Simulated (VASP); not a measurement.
# Al (Im-3m) in VASP: further runs, part 2 of 2

VASP 6.6.1. The steps go on from the part before.

## 3. Single point, PBE

This run uses another cell than the first one: it holds 1 atom, not 2.

File INCAR:

```
ALGO = Normal
EDIFF = 1E-7
ENCUT = 520
GGA = PE
ISIF = 2
ISMEAR = 0
LASPH = True
LCHARG = True
LELF = True
LREAL = False
LVHAR = True
LWAVE = False
NBANDS = 8
NELM = 100
PREC = Accurate
SIGMA = 0.1
```

File KPOINTS:

```
k-points
0
Gamma
  18 18 18
```

File POSCAR:

```
Al
1.0
   -1.6175102401      1.6175102401      1.6175102401
    1.6175102401     -1.6175102401      1.6175102401
    1.6175102401      1.6175102401     -1.6175102401
Al
1
Direct
    0.0000000000      0.0000000000      0.0000000000
```

Potentials or basis: VASP PAW PBE potentials, release 64 (Al).

Command:

```console
cat potpaw_PBE.64/Al/POTCAR > POTCAR
mpirun -np 1 vasp_std > vasp.out
```

OUTCAR:

```text
EDIFF = 1E-7
   ENCUT = 520
   GGA = PE
   ISIF = 2
   ISMEAR = 0
   LASPH = True
   LREAL = False
   NELM = 100
   PREC = Accurate

 ion  position               nearest neighbor table
   1  0.000  0.000  0.000-

  LATTYP: Found a body centered cubic cell.
 ALAT       =     3.2350204802

  Lattice vectors:

 A1 = (  -1.6175102401,   1.6175102401,   1.6175102401)
 A2 = (   1.6175102401,  -1.6175102401,   1.6175102401)
 A3 = (   1.6175102401,   1.6175102401,  -1.6175102401)

Analysis of symmetry for initial positions (statically):
=====================================================================
 Subroutine PRICEL returns:
 Original cell was already a primitive cell.

 Routine SETGRP: Setting up the symmetry group for a
 body centered cubic supercell.

 Subroutine GETGRP returns: Found 48 space group operations
 (whereof 48 operations were pure point group operations)
 out of a pool of 48 trial point group operations.

The static configuration has the point symmetry O_h .

Analysis of symmetry for dynamics (positions and initial velocities):
=====================================================================
 Subroutine PRICEL returns:
 Original cell was already a primitive cell.

 Routine SETGRP: Setting up the symmetry group for a
 body centered cubic supercell.

 Subroutine GETGRP returns: Found 48 space group operations
 (whereof 48 operations were pure point group operations)
 out of a pool of 48 trial point group operations.

The dynamic configuration has the point symmetry O_h .

 Subroutine INISYM returns: Found 48 space group operations
 (whereof 48 operations are pure point group operations),
 and found     1 'primitive' translations

----------------------------------------------------------------------------------------

                                     Primitive cell

  volume of cell :      16.9278

  direct lattice vectors                    reciprocal lattice vectors
    -1.617510240  1.617510240  1.617510240     0.000000000  0.309117054  0.309117054
     1.617510240 -1.617510240  1.617510240     0.309117054  0.000000000  0.309117054
     1.617510240  1.617510240 -1.617510240     0.309117054  0.309117054  0.000000000

  length of vectors
     2.801609918  2.801609918  2.801609918     0.437157530  0.437157530  0.437157530

  position of ions in fractional coordinates (direct lattice)
     0.000000000  0.000000000  0.000000000

  ion indices of the primitive-cell ions
   primitive index   ion index
                 1           1

----------------------------------------------------------------------------------------

 KPOINTS: k-points

Automatic generation of k-mesh.
 Grid dimensions read from file:
 generate k-points for:   18   18   18

 Generating k-lattice:

  Cartesian coordinates                     Fractional coordinates (reciprocal lattice)
     0.000000000  0.017173170  0.017173170     0.055555556  0.000000000  0.000000000
     0.017173170  0.000000000  0.017173170     0.000000000  0.055555556  0.000000000
     0.017173170  0.017173170  0.000000000     0.000000000  0.000000000  0.055555556

  Length of vectors
     0.024286529  0.024286529  0.024286529

  Shift w.r.t. Gamma in fractional coordinates (k-lattice)
     0.000000000  0.000000000  0.000000000

 Subroutine IBZKPT returns following result:
 ===========================================

 Found    195 irreducible k-points:

 Following reciprocal coordinates:
            Coordinates               Weight
  0.000000  0.000000  0.000000      1.000000
  0.055556  0.000000  0.000000     12.000000
  0.111111  0.000000  0.000000     12.000000
  0.166667  0.000000  0.000000     12.000000
  0.222222  0.000000  0.000000     12.000000
  0.277778  0.000000  0.000000     12.000000
[... 16 lines left out ...]
  0.333333  0.111111  0.000000     48.000000
  0.388889  0.111111  0.000000     48.000000
 [... further k-points ...]
   k-points           NKPTS =    195   k-points in BZ     NKDIM =    195   number of bands    NBANDS=      8
   number of dos      NEDOS =    301   number of ions     NIONS =      1
   total plane-waves  NPLWV =  13824
   dimension x,y,z NGX =    24 NGY =   24 NGZ =   24
   dimension x,y,z NGXF=    48 NGYF=   48 NGZF=   48
   ions per type =               1
   NGX,Y,Z   is equivalent  to a cutoff of  14.24, 14.24, 14.24 a.u.
   NGXF,Y,Z  is equivalent  to a cutoff of  28.48, 28.48, 28.48 a.u.
 SYSTEM =  unknown system
   PREC   = accura    normal or accurate (medium, high low for compatibility)
   ISTART =      0    job   : 0-new  1-cont  2-samecut
   ICHARG =      2    charge: 1-file 2-atom 10-const
   ISPIN  =      1    spin polarized calculation?
   LNONCOLLINEAR =      F non collinear calculations
   LSORBIT =      F    spin-orbit coupling
   LASPH  =      T    aspherical Exc in radial PAW
   ENCUT  =  520.0 eV  38.22 Ry    6.18 a.u.   5.21  5.21  5.21*2*pi/ulx,y,z
   NELM   =    100;   NELMIN=  2; NELMDL= -5     # of ELM steps
   EDIFF  = 0.1E-06   stopping-criterion for ELM
   LREAL  =      F    real-space projection
   EDIFFG = 0.1E-05   stopping-criterion for IOM
   NSW    =      0    number of steps for IOM
   IBRION =     -1    ionic relax: 0-MD 1-quasi-New 2-CG
   NFREE  =      0    steps in history (QN), initial steepest desc. (CG)
   ISIF   =      2    stress and relaxation
   ISYM   =      2    0-nonsym 1-usesym 2-fastsym
   POTIM  = 0.5000    time-step for ionic-motion
   TEBEG  =    0.0;   TEEND  =   0.0 temperature during run
   PSTRESS=    0.0 pullay stress
   NELECT =       3.0000    total number of electrons
   NUPDOWN=      -1.0000    fix difference up-down
   EMIN   =  10.00;   EMAX   =-10.00  energy-range for DOS
   EFERMI =   0.00;   METHOD = LEGACY
   ISMEAR =     0;   SIGMA  =   0.10  broadening in eV -4-tet -1-fermi 0-gaus
   EFERMI_NEDOS =   21; number of points for ismear=-14 and -15
   IALGO  =     38    algorithm
   IMIX   =      4    mixing-type and parameters
     AMIX     =   0.40;   BMIX     =  1.00
     AMIX_MAG =   1.60;   BMIX_MAG =  1.00
  volume/ion in A,a.u.               =      16.93       114.23
  Fermi-wavevector in a.u.,A,eV,Ry     =   0.919563  1.737722 11.505037  0.845596
  Thomas-Fermi vector in A             =   2.044771
   LORBIT       =      0    0 simple, 1 ext, 2 COOP (PROOUT), +10 PAW based schemes
   GGA     = PE    functional components
   LHFCALC =     F    Hartree Fock is set to
   AEXX    =    0.0000 exact exchange contribution
   IVDW    =     0    specifies the selected vdW correction
   LEPSILON=     F    determine dielectric tensor
   LRPA    =     F    only Hartree local field effects (RPA)
 non-spin polarized calculation
 Gauss-broadening in eV      SIGMA  =   0.10
  energy-cutoff  :      520.00
  volume of cell :       16.93
 maximum number of plane-waves:       470
 NGX is ok and might be reduce to    24

 number of electron       3.0000000 magnetization

 Free energy of the ion-electron system (eV)
  ---------------------------------------------------
  ext. energy  EPLUGINS =         0.00000000
  ---------------------------------------------------
  free energy    TOTEN  =        -3.65285107 eV

  energy without entropy =       -3.65127442  energy(sigma->0) =       -3.65206274

 E-fermi :   7.7446     XC(G=0): -10.1086

 val. band max:        7.6759166329   @ k =   0.2778   0.1111   0.1111
 cond. band min:       7.7522942591   @ k =   0.2778   0.1667   0.0556
 fundamental gap:      0.0763776262
 Fermi energy:         7.7445656637

 k-point     1 :       0.0000    0.0000    0.0000
  band No.  band energies     occupation
      1      -3.2181      2.00000
      2      20.8509      0.00000
      3      20.8509      0.00000
      4      20.8509      0.00000
      5      22.0675      0.00000
      6      22.0675      0.00000
      7      22.0675      0.00000
      8      23.8591      0.00000
[... 243 lines left out ...]
 k-point    24 :       0.3889    0.1111    0.0000
  band No.  band energies     occupation
      1       2.5191      2.00000
      2       5.5524      2.00000
      3      12.7885      0.00000
      4      15.6201      0.00000
      5      19.0302      0.00000
      6      21.6542      0.00000
      7      26.1151      0.00000
      8      28.4858      0.00000

 [... further k-points ...]

------------------------ aborting loop because EDIFF is reached ----------------------------------------

  FORCE on cell =-STRESS in cart. coord.  units (eV):
  Direction    XX          YY          ZZ          XY          YZ          ZX
  --------------------------------------------------------------------------------------
  -------------------------------------------------------------------------------------
  Total        0.0025818      0.0025818      0.0025818      0.0000000      0.0000000      0.0000000
  in kB        0.2443635      0.2443635      0.2443635      0.0000000      0.0000000      0.0000000
  external PRESSURE =       0.2443635 kB  Pullay stress =       0.0000000 kB

 VOLUME and BASIS-vectors are now :
 -----------------------------------------------------------------------------
  energy-cutoff  :      520.00
  volume of cell :       16.93
      direct lattice vectors                 reciprocal lattice vectors
    -1.617510240  1.617510240  1.617510240     0.000000000  0.309117054  0.309117054
     1.617510240 -1.617510240  1.617510240     0.309117054  0.000000000  0.309117054
     1.617510240  1.617510240 -1.617510240     0.309117054  0.309117054  0.000000000

 POSITION                                       TOTAL-FORCE (eV/Angst)
 -----------------------------------------------------------------------------------
      0.00000      0.00000      0.00000         0.000000      0.000000     -0.000000
 -----------------------------------------------------------------------------------
    total drift:                               -0.000000      0.000000      0.000000

  FREE ENERGIE OF THE ION-ELECTRON SYSTEM (eV)
  ---------------------------------------------------
  free  energy   TOTEN  =        -3.6528510702 eV

  energy  without entropy=       -3.6512744174  energy(sigma->0) =       -3.65206274
```

OSZICAR:

```text
N       E                     dE             d eps       ncg     rms          rms(c)
DAV:   1    -0.223192353733E+01   -0.22319E+01   -0.83239E+02  3120   0.201E+02
DAV:   2    -0.366941229900E+01   -0.14375E+01   -0.13922E+01  4440   0.189E+01
DAV:   3    -0.367646796422E+01   -0.70557E-02   -0.70489E-02  3888   0.146E+00
DAV:   4    -0.367648715224E+01   -0.19188E-04   -0.19188E-04  4592   0.666E-02
DAV:   5    -0.367648722167E+01   -0.69430E-07   -0.69799E-07  3944   0.262E-03    0.120E+00
DAV:   6    -0.366255504122E+01    0.13932E-01   -0.20448E-03  3464   0.205E-01    0.694E-01
DAV:   7    -0.365285961683E+01    0.96954E-02   -0.60518E-03  3464   0.331E-01    0.136E-01
DAV:   8    -0.365285257579E+01    0.70410E-05   -0.20800E-05  4192   0.313E-02    0.537E-03
DAV:   9    -0.365285159056E+01    0.98524E-06   -0.80355E-07  3880   0.376E-03    0.848E-04
DAV:  10    -0.365285109401E+01    0.49654E-06   -0.67276E-09  4000   0.500E-04    0.163E-04
DAV:  11    -0.365285107023E+01    0.23783E-07   -0.19722E-10  1920   0.768E-05
   1 F= -.36528511E+01 E0= -.36520627E+01  d E =-.157665E-02
```

stdout:

```text
POSCAR found type information on POSCAR Al
 POSCAR found :  1 types and       1 ions
 scaLAPACK will be used
 LDA part: xc-table for (Slater+PW92), standard interpolation
 POSCAR, INCAR and KPOINTS ok, starting setup
 FFT: planning ... GRIDC
 FFT: planning ... GRID_SOFT
 FFT: planning ... GRID
 WAVECAR not read
 entering main loop
```

Wall time 14 s (1 thread of Intel Xeon Platinum 8488C (Sapphire Rapids), shared host); peak memory 0.14 GiB.

What came out:

```yaml
Free_energy: -3.6529 eV
Pressure: 0.0 GPa
Band_gap_on_the_k_mesh: none (metal or under the smearing width)
```

## 4. Relaxation of cell and atoms, PBE

This run uses another cell than the first one, of 16.12 Å³/atom, 0.952 times its volume.

File INCAR:

```
SYSTEM = Al
  ALGO = Normal
  EDIFF = 1E-7
  EDIFFG = -0.005
  ENCUT = 600
  GGA = PE
  IBRION = 2
  ISIF = 3
  ISMEAR = 0
  LASPH = .True.
  LCHARG = .False.
  LREAL = .False.
  LWAVE = .False.
  NELM = 100
  NSW = 100
  PREC = Accurate
  SIGMA = 0.1
```

File KPOINTS:

```
k-points
0
Gamma
  18 18 18
  0 0 0
```

File POSCAR:

```
Al
1.0
   -1.5912186900      1.5912186900      1.5912186900
    1.5912186900     -1.5912186900      1.5912186900
    1.5912186900      1.5912186900     -1.5912186900
Al
1
Direct
    0.0000000000      0.0000000000      0.0000000000
```

Command:

```console
cat potpaw_PBE.64/Al/POTCAR > POTCAR
mpirun -np 1 vasp_std > vasp.out
```

Wall time 16 s (1 thread of Intel Xeon Platinum 8488C (Sapphire Rapids), shared host); peak memory 0.14 GiB.

Results (log left out):

```yaml
Free_energy: -3.6529 eV
Relaxed_volume: 16.93 Å³/atom
Relaxed_cell: a = 2.802 Å, b = 2.802 Å, c = 2.802 Å, α = 109.47°, β = 109.47°, γ = 109.47°
Space_group_after_relaxing_to_0.05_Å: Im-3m (No. 229)
Energy_gained_by_relaxing: 9.4 meV/atom
Ionic_steps: 3
Pressure_after_relaxing: 0.0 GPa
Band_gap_on_the_k_mesh: none (metal or under the smearing width)
```

Step by step:
```csv
step,energy change (eV),largest force (eV/Å),pressure (GPa),volume (Å³)
1,0.0000,0.0000,3.83,16.12
2,-0.0093,0.0000,-0.40,17.03
3,-0.0094,0.0000,0.01,16.93
```

Final structure:
```
Al
1.0
    -1.61767    1.61767    1.61767
     1.61767   -1.61767    1.61767
     1.61767    1.61767   -1.61767
Al
1
Cartesian
  0.0000 0.0000 0.0000
```

Levels at points of the mesh, in eV from the Fermi level:
```
           k point  band 1  band 2  band 3  band 4  band 5
(0.00, 0.00, 0.00)  -10.96   13.10   13.10   13.10   14.32
(0.50, 0.00, 0.00)   -4.23   -3.84    7.96    8.20    9.79
(0.50, 0.50, 0.50)    1.82    1.82    1.82    3.02    3.02
```

## 5. The runs side by side

| task | cell | k mesh | cutoff (eV) | smearing | gap on the mesh (eV) | pressure (GPa) |
| --- | --- | --- | --- | --- | --- | --- |
| single point | the relaxed cell repeated 2 times | 20 × 20 × 12 | 520 | gaussian 0.15 eV | none | 0.0 |
| single point | Im-3m, 16.93 Å³/atom | 18 × 18 × 18 | 520 | gaussian 0.1 eV | none | 0.0 |
| relaxation of cell and atoms | relaxed | 18 × 18 × 18 | 600 | gaussian 0.1 eV | none | 0.0 |

Alike in all rows: level PBE; potentials or basis VASP PAW PBE potentials, release 64 (Al); no spin polarisation.

Caveats: the real-space grid breaks the cell's symmetry a little (some runs).

Absolute energies hang on the potentials; compare differences alone.
